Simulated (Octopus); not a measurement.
# Sn (Fd-3m) in Octopus: reference runs

How does Sn come out in PBE? The cell is run as given.

All numbers are computed with Octopus 16.4; they aren't measurements. Logs are shortened: lines on timing, memory, paths and dates and some standing lists are left out, and cuts for length are marked.

### 1 The structure

Symmetry: Fd-3m, No. 227, cubic system. The conventional cell has a = 6.467 Å, b = 6.467 Å, c = 6.467 Å, α = 90.00°, β = 90.00°, γ = 90.00°. Around Sn (site symmetry -43m) lie 4 Sn at 2.80 Å.

This isn't the form of Sn at room conditions, which is tetragonal (white tin).

### 2 Single point, PBE

Contents of inp:

```
CalculationMode = gs
UnitsOutput = eV_Angstrom
PeriodicDimensions = 3
ExperimentalFeatures = yes
PseudopotentialSet = pseudodojo_pbe
%LatticeParameters
 1*angstrom | 1*angstrom | 1*angstrom
%
%LatticeVectors
 0 | 3.2333428 | 3.2333428
 3.2333428 | 0 | 3.2333428
 3.2333428 | 3.2333428 | 0
%
%ReducedCoordinates
 "Sn" | 0.75 | 0.75 | 0.75
 "Sn" | 0.5 | 0.5 | 0.5
%
%Spacing
 0.14289491*angstrom | 0.14289491*angstrom | 0.14289491*angstrom
%
DerivativesOrder = 8
%KPointsGrid
 7 | 7 | 7
%
KPointsUseSymmetries = yes
XCFunctional = gga_x_pbe + gga_c_pbe
SmearingFunction = fermi_dirac
Smearing = 0.05*eV
ExtraStates = 6
Eigensolver = chebyshev_filter
ConvRelDens = 3e-7
MaximumIter = 120
```

Potentials or basis: pseudodojo_pbe (PseudoDojo 0.5, PBE).

Launch:

```
$ OMP_NUM_THREADS=1 octopus > out.log
```

out.log:

```text
Running octopus

Version                : 16.4
Optional libraries     :

************************** Calculation Mode **************************
Input: [CalculationMode = gs]
**********************************************************************

Input: [SpinComponents = unpolarized]

******************************* Space ********************************
Octopus will run in 3 dimension(s).
Octopus will treat the system as periodic in 3 dimension(s).
**********************************************************************

Input: [AllElectronType = no]
Input: [PseudopotentialSet = pseudodojo_pbe]
Reading Coordinates from ReducedCoordinates block

****************************** Species *******************************
  Species 'Sn'
    type             : pseudopotential
    file             : 'Sn.upf'
    file format      : UPF2
    valence charge   : 14.0
    atomic number    :  50
    form on file     : kleinman-bylander
    lmax             : 2
    llocal           : -1
    projectors per l : 2
    total projectors : 6
    application form : kleinman-bylander
    orbitals         :  9
    bound orbitals   :  9

**********************************************************************

***************************** Symmetries *****************************
Space group No.  227
International: Fd-3m
Schoenflies: Oh^7
Info: The system has    24 symmorphic symmetries that can be used.
  Index                Rotation matrix                      Fractional translations
    1 :     1   0   0     0   1   0     0   0   1      0.000000    0.000000    0.000000
    2 :     0   1  -1     1   0  -1     0   0  -1      0.000000    0.000000    0.000000
    3 :    -1   0   0    -1   0   1    -1   1   0      0.000000    0.000000    0.000000
    4 :     0  -1   1     0  -1   0     1  -1   0      0.000000    0.000000    0.000000
    5 :     0   1   0     0   0   1     1   0   0      0.000000    0.000000    0.000000
    6 :    -1   0   1    -1   1   0    -1   0   0      0.000000    0.000000    0.000000
[... 16 lines left out ...]
   23 :     1   0   0     0   0   1     0   1   0      0.000000    0.000000    0.000000
   24 :     0  -1   1     1  -1   0     0  -1   0      0.000000    0.000000    0.000000
Info: The system also has    24 nonsymmorphic symmetries (not used for electrons).
    1 :     1   0  -1     1   0   0     1  -1   0      0.250000    0.250000    0.250000
    2 :     0   1   0     0   1  -1    -1   1   0      0.250000    0.250000    0.250000
    3 :     0  -1   0    -1   0   0     0   0  -1      0.250000    0.250000    0.250000
    4 :    -1   0   1     0  -1   1     0   0   1      0.250000    0.250000    0.250000
    5 :    -1   1   0     0   1   0     0   1  -1      0.250000    0.250000    0.250000
    6 :     0   0   1    -1   0   1     0  -1   1      0.250000    0.250000    0.250000
[... 16 lines left out ...]
   23 :     0   0   1     0  -1   1    -1   0   1      0.250000    0.250000    0.250000
   24 :     1  -1   0     1   0   0     1   0  -1      0.250000    0.250000    0.250000
**********************************************************************

Input: [CurvMethod = curv_affine]
Input: [DerivativesStencil = stencil_stargeneral]

****************************** Lattice *******************************
  Lattice Vectors [A]
    0.000000    3.233343    3.233343
    3.233343    0.000000    3.233343
    3.233343    3.233343    0.000000
  Cell volume =            67.6060 [A^3]
  Reciprocal-Lattice Vectors [A^-1]
   -0.971624    0.971624    0.971624
    0.971624   -0.971624    0.971624
    0.971624    0.971624   -0.971624
  Cell angles [degree]
    alpha =   60.000
    beta  =   60.000
    gamma =   60.000
**********************************************************************

Checking if the generated full k-point grid is symmetric

[... 112 lines left out ...]

Input: [MixField = potential] (what to mix during SCF cycles)
Input: [MixingScheme = broyden]
Info: Mixing uses    4 steps and restarts after   20 steps.
Input: [LCAOStart = lcao_states]
Input: [LCAOScaleFactor = 1.000]
Input: [LCAOMaximumOrbitalRadius = 10.58 A]

** Warning:
**   Cannot do LCAO for all states because there are not enough atomic orbitals.
**   Required: 20. Available: 18. 2 orbitals will be randomized.

Info: Unnormalized total charge =     28.004492
Info: Renormalized total charge =     28.000000

** Warning:
**   Symmetrization discrepancy ratio (scalar) =  2.98585E-05

Info: Setting up Hamiltonian.
Info: Performing initial LCAO calculation with     18 orbitals.
Info: Getting Hamiltonian matrix elements.

Eigenvalues [eV]
 #st  Spin   Eigenvalue      Occupation
#k =       1, k = (  0.000000,  0.000000,  0.000000)
   1   --   -17.663287       2.000000
   2   --   -17.663287       2.000000
   3   --   -17.663179       2.000000
   4   --   -17.580875       2.000000
   5   --   -17.580875       2.000000
   6   --   -17.275081       2.000000
[... 10 lines left out ...]
  17   --     6.525894       1.999404
  18   --     6.526676       1.999394
#k =       2, k = (  0.142857,  0.000000,  0.000000)
   1   --   -17.275171       2.000000
   2   --   -17.274698       2.000000
   3   --   -17.115327       2.000000
   4   --   -17.114616       2.000000
   5   --   -16.829147       2.000000
   6   --   -16.717247       2.000000
[... 10 lines left out ...]
  17   --     7.064979       0.130281
  18   --     7.965341       0.000000
[... 18 further k-points ...]
Fermi energy =     6.931787 eV
Generating random wavefunctions for states       19 and above
Orthogonalizing wavefunctions.
Info: Ground-state restart information will be written to 'restart/gs'.
Info: SCF using complex wavefunctions.
Info: Starting SCF iteration.

** Warning:
**   Symmetrization discrepancy ratio (scalar) =  5.21737E-03

*********************** SCF CYCLE ITER #    1 ************************
 etot  = -4.29338654E+03 abs_ev   =  1.26E+02 rel_ev   =  3.55E-01
 ediff =        1.58E+02 abs_dens =  1.18E+00 rel_dens =  4.22E-02
Matrix vector products: 500
Converged eigenvectors: 0

#  State  KPoint  Eigenvalue [eV]  Occupation    Error
      1      17      -17.745689    2.000000   ( 1.0E-03)
      1      16      -17.744529    2.000000   ( 1.6E-03)
      1      11      -17.740766    2.000000   ( 1.7E-03)
      1      13      -17.738644    2.000000   ( 1.4E-03)
      1      20      -17.736120    2.000000   ( 5.5E-04)
      1      18      -17.734426    2.000000   ( 1.5E-03)
      2      17      -17.732610    2.000000   ( 1.7E-03)
      2      18      -17.731743    2.000000   ( 1.9E-03)
[... 23 lines left out ...]
     20      11       14.339284    0.000000   ( 1.4E-01)
     20      13       14.409049    0.000000   ( 1.4E-01)
     20      19       14.508274    0.000000   ( 4.8E-02)
     20       8       14.623042    0.000000   ( 1.2E-01)
     20      18       14.710958    0.000000   ( 1.2E-01)
     20      16       14.987591    0.000000   ( 1.2E-01)
     20      17       15.043040    0.000000   ( 1.2E-01)
     20      20       16.017337    0.000000   ( 1.0E-01)

Density of states:

-%--------------------------------------------------------------------
-%--------------------------------------------------------------------
-%--------------------------------------------------------------------
%%--------------------------------------------------------------------
%%--------------------------------------------------------------------
%%--------------------------------------------------------------------
%%--------------------------------------------------------------------
%%--------------------------------------------------------------------
%%--------------------------------------------------------------------
%%-------------------------%---%------%%%%-----%%%-%-%--%%---%%---%---
                                            ^

Fermi energy =     3.956444 eV

**********************************************************************

*********************** SCF CYCLE ITER #    2 ************************
 etot  = -4.29003564E+03 abs_ev   =  1.19E+00 rel_ev   =  3.37E-03
 ediff =        1.23E-01 abs_dens =  1.53E-01 rel_dens =  5.46E-03
Matrix vector products: 500
Converged eigenvectors: 0
[... 127 lines left out ...]
*********************** SCF CYCLE ITER #   13 ************************
 etot  = -4.28894375E+03 abs_ev   =  5.81E-05 rel_ev   =  1.64E-07
 ediff =        3.53E-06 abs_dens =  1.76E-06 rel_dens =  6.28E-08
Matrix vector products: 500
Converged eigenvectors: 222

#  State  KPoint  Eigenvalue [eV]  Occupation    Error
      1      17      -17.712532    2.000000   ( 2.1E-08)
      1      16      -17.711442    2.000000   ( 2.2E-08)
      1      11      -17.707535    2.000000   ( 1.8E-08)
      1      13      -17.705507    2.000000   ( 2.1E-08)
      1      20      -17.702704    2.000000   ( 2.1E-08)
      1      18      -17.701039    2.000000   ( 2.1E-08)
      2      17      -17.699682    2.000000   ( 2.1E-08)
      2      18      -17.698762    2.000000   ( 2.1E-08)
[... 23 lines left out ...]
     20      13       12.680477    0.000000   ( 2.0E-02)
     20       8       12.732722    0.000000   ( 3.0E-02)
     20      10       12.832219    0.000000   ( 4.4E-03)
     20      17       12.930654    0.000000   ( 3.2E-02)
     20      18       13.198546    0.000000   ( 2.3E-02)
     20      14       13.275078    0.000000   ( 4.5E-03)
     20      20       13.308128    0.000000   ( 3.8E-02)
     20      19       14.236424    0.000000   ( 9.1E-03)

Density of states:

-%--------------------------------------------------------------------
-%--------------------------------------------------------------------
-%--------------------------------------------------------------------
%%--------------------------------------------------------------------
%%--------------------------------------------------------------------
%%--------------------------------------------------------------------
%%--------------------------------------------------------------------
%%--------------------------------------------------------------------
%%--------------------------------------------------------------------
%%--------------------------%-----------%-%%%-----%-%-%-%%%--%%%--%---
                                               ^

Fermi energy =     4.100736 eV

**********************************************************************

Info: SCF converged in   13 iterations

** Warning:
**   Some of the states are not fully converged!

Info: Number of matrix-vector products:       6500
Info: Finished writing information to 'restart/gs'.

Octopus emitted 17 warnings.
```

Wall time 1.9 min (1 thread of AMD EPYC 9B45 (Zen 5), shared host); peak memory 0.72 GiB.

Results:

```
Free energy            : -4288.9454 eV
Band gap on the k mesh : none (metal or under the smearing width)
```
